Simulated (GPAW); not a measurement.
## Quasiparticle gap of KBr (Fm-3m) in GPAW

Wanted: ground state, empty states, screening and self-energy for KBr (Fm-3m).

Calculated with GPAW 26.7.0; PBE and many-body steps on it, plane waves.

This is a report of a sequence of runs, with most program output left out.

### Step 1. The starting structure

The structure is cubic, space group Fm-3m (No. 225). The conventional cell has a = 6.600 Å, b = 6.600 Å, c = 6.600 Å, α = 90.00°, β = 90.00°, γ = 90.00°. K has 6 Br at 3.30 Å nearest. Nearest to Br lie 6 K at 3.30 Å. Farther neighbours and most contacts between anions are not listed.

As a file:

```cif
data_structure
_symmetry_space_group_name_H-M 'P 1'
_symmetry_Int_Tables_number 1
_cell_length_a 4.6669
_cell_length_b 4.6669
_cell_length_c 4.6669
_cell_angle_alpha 60.000
_cell_angle_beta 60.000
_cell_angle_gamma 60.000
_cell_volume 71.87
loop_
_atom_site_label
_atom_site_type_symbol
_atom_site_fract_x
_atom_site_fract_y
_atom_site_fract_z
_atom_site_occupancy
K1 K 0.00000 0.00000 0.00000 1
Br2 Br 0.50000 0.50000 0.50000 1
```

The cell and positions come from the Crystallography Open Database and are kept as given unless a step says otherwise.

### Step 2. Ground state

This step: GPAW 26.7.0; DFT, PBE, plane waves, PAW.

The ground-state density comes first.

run.py

```python
import json
import numpy as np
from gpaw.mpi import world
from ase import Atoms
from gpaw import GPAW, PW, FermiDirac

atoms = Atoms(['K', 'Br'],
    cell=[[0.0000000000, 3.3000000000, 3.3000000000],
      [3.3000000000, 0.0000000000, 3.3000000000],
      [3.3000000000, 3.3000000000, 0.0000000000]],
    scaled_positions=[[0.0000000000, 0.0000000000, 0.0000000000],
      [0.5000000000, 0.5000000000, 0.5000000000]],
    pbc=(True, True, True))
calc = GPAW(mode=PW(450),
    xc='PBE',
    kpts={'size': (6, 6, 6), 'gamma': True},
    occupations=FermiDirac(0.001),
    nbands=-7,
    convergence={'density': 1e-6, 'bands': -3},
    maxiter=100,
    txt='gs.txt')
atoms.calc = calc
res = {'energy': atoms.get_potential_energy()}
kpts = calc.get_ibz_k_points()
res['kpts'] = kpts
res['eigenvalues'] = [calc.get_eigenvalues(kpt=k) for k in range(len(kpts))]
res['n_electrons'] = calc.get_number_of_electrons()
calc.write('gs.gpw')

if world.rank == 0:
    with open('result.json', 'w') as f:
        json.dump(res, f, default=lambda x: x.tolist())
```

Started as:

```bash
$ mpirun -n 8 gpaw python run.py
```

It took 8.8 s on 8 MPI ranks of Arm Neoverse V1, shared host; peak memory 1.2 GiB.

Numbers from this step:

- total energy: -6.361 eV
- gap: 4.442 eV
- k of the valence top: 0, 0, 0
- k of the conduction bottom: 0, 0, 0
- least direct gap: 4.442 eV

The gap is direct, at Γ.

### Step 3. Bands along the symmetry lines

The cheap functional maps the bands first; the places of the edges decide which points the dearer methods must see.

run.py

```python
import json
import numpy as np
from gpaw.mpi import world
from gpaw import GPAW

path = [[0.000000, 0.000000, 0.000000],
    [0.062500, 0.000000, 0.062500],
    [0.125000, 0.000000, 0.125000],
    [0.187500, 0.000000, 0.187500],
    [0.250000, 0.000000, 0.250000],
    [0.312500, 0.000000, 0.312500],
    [0.375000, 0.000000, 0.375000],
    [0.437500, 0.000000, 0.437500],
    [0.500000, 0.000000, 0.500000],
    [0.515625, 0.031250, 0.515625],
    [0.531250, 0.062500, 0.531250],
    [0.546875, 0.093750, 0.546875],
    [0.562500, 0.125000, 0.562500],
    [0.578125, 0.156250, 0.578125],
    [0.593750, 0.187500, 0.593750],
    [0.609375, 0.218750, 0.609375],
    [0.625000, 0.250000, 0.625000],
    [0.375000, 0.375000, 0.750000],
    [0.328125, 0.328125, 0.656250],
    [0.281250, 0.281250, 0.562500],
    [0.234375, 0.234375, 0.468750],
    [0.187500, 0.187500, 0.375000],
    [0.140625, 0.140625, 0.281250],
    [0.093750, 0.093750, 0.187500],
    [0.046875, 0.046875, 0.093750],
    [0.000000, 0.000000, 0.000000],
    [0.062500, 0.062500, 0.062500],
    [0.125000, 0.125000, 0.125000],
    [0.187500, 0.187500, 0.187500],
    [0.250000, 0.250000, 0.250000],
    [0.312500, 0.312500, 0.312500],
    [0.375000, 0.375000, 0.375000],
    [0.437500, 0.437500, 0.437500],
    [0.500000, 0.500000, 0.500000],
    [0.500000, 0.468750, 0.531250],
    [0.500000, 0.437500, 0.562500],
    [0.500000, 0.406250, 0.593750],
    [0.500000, 0.375000, 0.625000],
    [0.500000, 0.343750, 0.656250],
    [0.500000, 0.312500, 0.687500],
    [0.500000, 0.281250, 0.718750],
    [0.500000, 0.250000, 0.750000],
    [0.500000, 0.218750, 0.718750],
    [0.500000, 0.187500, 0.687500],
    [0.500000, 0.156250, 0.656250],
    [0.500000, 0.125000, 0.625000],
    [0.500000, 0.093750, 0.593750],
    [0.500000, 0.062500, 0.562500],
    [0.500000, 0.031250, 0.531250],
    [0.500000, 0.000000, 0.500000]]
calc = GPAW('gs.gpw').fixed_density(kpts=path,
    symmetry='off',
    nbands=18,
    convergence={'bands': 14},
    txt='bands.txt')
res = {}
kpts = calc.get_ibz_k_points()
res['kpts'] = kpts
res['eigenvalues'] = [calc.get_eigenvalues(kpt=k) for k in range(len(kpts))]
res['n_electrons'] = calc.get_number_of_electrons()

if world.rank == 0:
    with open('result.json', 'w') as f:
        json.dump(res, f, default=lambda x: x.tolist())
```

Started as:

```bash
$ mpirun -n 8 gpaw python run.py
```

The job ended after 11 s (8 MPI ranks; peak memory 1.3 GiB; 76 s of CPU time).

Numbers from this step:

* gap: 4.442 eV
* k of the valence top: 0, 0, 0
* k of the conduction bottom: 0, 0, 0
* least direct gap: 4.442 eV

The gap is 4.442 eV, as in the run before at this level.

Electronic bands along the path, in eV, zero at the top of the highest filled band; v1 is the highest filled band, c1 the lowest empty one:

```tsv
point	v4	v3	v2	v1	c1	c2	c3	c4
Γ	-11.26	0.00	0.00	0.00	4.44	7.60	7.60	7.60
halfway	-11.17	-0.70	-0.16	-0.16	5.91	6.54	8.82	9.03
X	-11.30	-0.81	-0.29	-0.29	5.87	7.21	9.33	9.50
halfway	-11.26	-0.78	-0.40	-0.30	6.08	7.47	9.11	9.49
U	-11.19	-0.70	-0.64	-0.33	6.59	8.16	8.46	9.15
jump to K	-11.19	-0.70	-0.64	-0.33	6.59	8.16	8.46	9.15
halfway	-11.11	-0.78	-0.24	-0.24	6.16	7.28	8.37	8.87
Γ	-11.26	0.00	0.00	0.00	4.44	7.60	7.60	7.60
halfway	-11.13	-0.67	-0.17	-0.17	5.69	7.49	8.30	8.30
L	-11.01	-1.18	-0.33	-0.33	6.59	8.23	9.72	9.72
halfway	-11.09	-0.96	-0.47	-0.36	7.01	7.80	8.89	9.29
W	-11.16	-0.59	-0.59	-0.53	7.39	7.39	8.26	8.98
halfway	-11.23	-0.75	-0.41	-0.38	6.29	7.66	8.73	9.38
X	-11.30	-0.81	-0.29	-0.29	5.87	7.21	9.33	9.50
```

### Step 4. Empty states on the mesh, 4×4×4 mesh, 1078 bands

The sums over transitions need many empty states on a uniform mesh; this step solves for them.

run.py

```python
import json
import numpy as np
from gpaw.mpi import world
from gpaw import GPAW

calc = GPAW('gs.gpw').fixed_density(kpts={'size': (4, 4, 4), 'gamma': True},
    parallel={'domain': 1, 'band': 1},
    txt='nscf.txt')
calc.diagonalize_full_hamiltonian(nbands=1078)
calc.write('full.gpw', mode='all')
res = {}
kpts = calc.get_ibz_k_points()
res['kpts'] = kpts
res['eigenvalues'] = [calc.get_eigenvalues(kpt=k) for k in range(len(kpts))]
res['n_electrons'] = calc.get_number_of_electrons()

if world.rank == 0:
    with open('result.json', 'w') as f:
        json.dump(res, f, default=lambda x: x.tolist())
```

Started as:

```bash
$ mpirun -n 8 gpaw python run.py
```

Elapsed: 18 s, on 8 MPI ranks; peak memory 2.6 GiB; 2.2 min of CPU time.

Numbers from this step:

| Quantity | Value |
| --- | --- |
| gap | 4.442 eV |
| k of the valence top | 0, 0, 0 |
| k of the conduction bottom | 0, 0, 0 |
| least direct gap | 4.442 eV |
| k points computed | 8 |
| lowest point of the top converged band, above the valence top | 345.7692 eV |

On this mesh the gap is 4.442 eV.

### Step 5. Screening and self-energy, 4×4×4 mesh, 496 bands, screening to 210 eV

G0W0 replaces the xc potential by the self-energy, built once from these orbitals. Only a window of levels is corrected, while the sums run over the empty bands that the input names.

This step: G0W0 on PBE, plane waves, PAW.

run.py

```python
import json
import numpy as np
from gpaw.mpi import world
from gpaw.response.g0w0 import G0W0

gw = G0W0('full.gpw',
    filename='gw',
    kpts=[0],
    bands=(6, 10),
    ecut=210,
    nbands=496,
    integrate_gamma='WS',
    ppa=True)
gw.calculate()
res = {mode: {k: v for k, v in r.items() if k != 'sigma_eskwn'}
       for mode, r in gw.all_results.items()}

if world.rank == 0:
    with open('result.json', 'w') as f:
        json.dump(res, f, default=lambda x: x.tolist())
```

Started as:

```bash
$ mpirun -n 8 gpaw python run.py
```

Wall time 8.6 min (8 MPI ranks); peak memory 3.5 GiB; 58 min of CPU time.

This step gave:

```
G0W0 gap on the points computed              : 7.044 eV
least direct G0W0 gap on the computed points : 7.044 eV
Z at the valence top                         : 0.8231
Z at the conduction bottom                   : 0.8721
starting gap on the mesh                     : 4.442 eV
k of the valence top                         : 0, 0, 0
k of the conduction bottom                   : 0, 0, 0
```

The gap on the mesh goes from 4.44 eV to 7.04 eV, a correction of +2.60 eV.

Limits: finite bands, cutoff and mesh; no spin-orbit coupling. v1 is the top filled band, c1 the lowest empty one. Levels before and after the correction, in eV, zero at the valence-band top of each column:

```tsv
	conduction bottom	valence top
Kohn-Sham	4.44	0.00
G0W0	7.04	0.00
```

```tsv
	level	energy (eV)
Kohn-Sham	Γ v2-v1	0.000
Kohn-Sham	Γ c1	4.442
Kohn-Sham	Γ c2	7.602
G0W0	Γ v2-v1	0.000
G0W0	Γ c1	7.044
G0W0	Γ c2	11.008
```

### Step 6. Where the time went

Times are wall times on 8 MPI ranks of Arm Neoverse V1, shared host, good to a factor of about two.

```tsv
step	time	share	memory (GiB)
ground state	8.8 s	2 %	1.2
bands along the symmetry lines	11 s	2 %	1.3
empty states on the mesh	18 s	3 %	2.6
screening and self-energy	8.6 min	93 %	3.5
```

### Step 7. What came out

- PBE gap: 4.44 eV, direct
- G0W0 gap on the mesh: 7.04 eV
- GW settings: 4×4×4 mesh, 496 bands, screening to 210 eV, Godby-Needs plasmon pole
- known limits: not at the basis limit; no spin-orbit coupling

**Reading.** G0W0 moves the gap on the mesh from 4.44 eV to 7.04 eV (+2.60 eV), with Z of 0.82 and 0.87 at the edges. Only 1 of the mesh's irreducible points was corrected, so a valley elsewhere could overtake. The dearest step here is «screening and self-energy». Bands and cutoff are finite, so the gap is not at the basis limit. The miss can reach some tenths of an eV and take either sign; the mesh is an error of its own. These stock PAW sets were not made for GW; the filled d or f shell of Br lies in the frozen core, which bears on start and correction. In the G0W0 run levels were corrected at 1 k point alone, so a gap called «on the mesh» is the least over those, and an edge elsewhere would be missed. The many-body steps are scalar-relativistic: spin-orbit coupling is not in them.

[Paths, hosts, dates, memory and timing lines, banners, echoed tables and standing remarks are left out of the program output.]

[Logs are printed without paths, hosts, clocks, repeated set-up lines and the standing remarks that a program may print on its own settings, such as how far it seeks lower states.]

[Runs of the session that timed out or met a known fault of the program may be left out.]

[Hosts, paths, dates, database ids (printed as entryN), source tags and the programs' standing remarks are cut or masked in the printed files.]
